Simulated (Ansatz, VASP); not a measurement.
Given: the input of a run of Ansatz 0.2.0 on ScAl3. The cell is a database's computed one, not the measured one.

File input.yaml:

```yaml
crystal:
  lattice:
    - [4.08780657, 0.0, 0.0]
    - [0.0, 4.08780657, 0.0]
    - [0.0, 0.0, 4.08780657]
  atoms:
    - { symbol: Sc, position: [0.0, 0.0, 0.0] }
    - { symbol: Al, position: [0.5, 0.5, 0.0] }
    - { symbol: Al, position: [0.0, 0.5, 0.5] }
    - { symbol: Al, position: [0.5, 0.0, 0.5] }
hamiltonian:
  xc: pbesol
  pseudopotentials: { kind: paw }
  dispersion: d3bj
kpoints:
  mp_grid: { grid: [7, 7, 7] }
scf:
  occupations: { method: fermi_dirac, width: 0.05 }
output:
  forces: true
  stress: true
  eigenvalues: true
relax:
  f_tol: 0.01
  max_steps: 40
  cell: { stress_tol: 0.05 }
```

Potentials or basis: Ansatz PAW.

Run with:

```console
$ ansatz run input.yaml --threads 1 --pin off --max-ram 3584MiB --backend cpu --events-out ev --progress --plain --runs-dir out
```

Question: Set up the same calculation for VASP 6.6.1. Potentials or basis there: PBE PAW files Al, Sc_sv, 600 eV.

Answer: As run (cutoffs and basis follow the program's own potentials, and thresholds, step limits or extra output files can differ):

The input INCAR:

```
  PREC = Accurate
  ENCUT = 600
  EDIFF = 1E-6
  ISMEAR = -1
  SIGMA = 0.05
  LREAL = F
  LASPH = T
  NELM = 80
  ALGO = Fast
  ISIF = 3
  LWAVE = F
  LCHARG = F
  GGA = PS
  IVDW = 12
  IBRION = 2
  NSW = 40
  EDIFFG = -0.01
```

File KPOINTS:

```
regular mesh
0
Gamma
  7 7 7
```

POSCAR

```
ScAl3
1.0
    4.0878065700      0.0000000000      0.0000000000
    0.0000000000      4.0878065700      0.0000000000
    0.0000000000      0.0000000000      4.0878065700
Sc Al
1 3
Direct
    0.0000000000      0.0000000000      0.0000000000
    0.5000000000      0.5000000000      0.0000000000
    0.0000000000      0.5000000000      0.5000000000
    0.5000000000      0.0000000000      0.5000000000
```

Potentials or basis: VASP PAW PBE potentials, release 64 (Sc_sv, Al).

Run with:

```bash
$ cat potpaw_PBE.64/Sc_sv/POTCAR potpaw_PBE.64/Al/POTCAR > POTCAR
$ mpirun -np 1 vasp_std > vasp.out
```

Both were run:

|  | Ansatz | VASP |
| --- | --- | --- |
| Relaxed volume | 16.23 Å³/atom | 16.25 Å³/atom |
| Relaxed cell | a = 4.019 Å, b = 4.019 Å, c = 4.019 Å, α = 90.00°, β = 90.00°, γ = 90.00° | a = 4.021 Å, b = 4.021 Å, c = 4.021 Å, α = 90.00°, β = 90.00°, γ = 90.00° |
| Space group after relaxing | Pm-3m (No. 221) | Pm-3m (No. 221) |
| Pressure after relaxing | 0.0 GPa | 0.0 GPa |

Ansatz's pressure holds a Pulay term of +0.06 GPa for its cutoff of 420 eV, which the other run lacks.

Ansatz's potentials were made for PBE. VASP's potentials were made for PBE.

Where Ansatz's input types no cutoff or centring, it takes its own default and a Γ-centred mesh.

Pressure is positive in compression.
